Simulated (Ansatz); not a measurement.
A computed series for BAs: element substitutions

Base system: BAs in the zinc blende structure (space group F-43m, No. 216).

```
BAs
1.0
    0.00000     2.38386     2.38386
    2.38386     0.00000     2.38386
    2.38386     2.38386     0.00000
As B
1 1
Direct
  0.75000   0.75000   0.75000
  0.00000   0.00000   0.00000
```

Each row replaces one element on all its sites; cell and atoms are relaxed.

All numbers come from PBEsol (Ansatz, a quantum-chemistry and plane-wave program, PAW, no SOC), earlier PAW set.

```csv
variant,lattice parameter a,band gap
base,4.768 Å,1.08 eV
As → P,4.520 Å,1.11 eV
As → Ga,4.883 Å,zero
As → Au,4.920 Å,zero
```

Whether these cells are dynamically stable was not tested. As relaxed here, GaB and AuB are hypothetical phases, not in the database extracts checked. All final runs are without spin polarisation.
